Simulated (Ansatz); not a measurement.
A crystal relaxed with r2SCAN in Ansatz has space group F-43m (No. 216) and a = 6.560 Å.

```tsv
atom	site	x	y	z
Cd	4a	0.0000	0.0000	0.0000
Xx	4d	0.2500	0.2500	0.7500
```

With r2SCAN the gap is 1.16 eV and direct, at Γ. HSE06 gives a direct gap of 1.53 eV at Γ. PBE gives a direct gap of 0.66 eV at Γ. Meshes: r2SCAN 6×6×6, HSE06 4×4×4, PBE 6×6×6. r2SCAN's ε∞ is 7.5 in all directions.

Q: Which element is Xx?
A. O
B. Se
C. Te
D. S

A: C. Xx is Te: CdTe in the zincblende structure. Cd is surrounded by 4 Te at 2.84 Å; Te is surrounded by 4 Cd at 2.84 Å.

The values are computed, spin-unpolarised, and not measurements.

No spin-orbit coupling is included; it can move band edges with weight on the heavy atoms by tenths of an eV.

The meshes of the hybrids are coarse, so their gaps aren't converged to the digits shown.
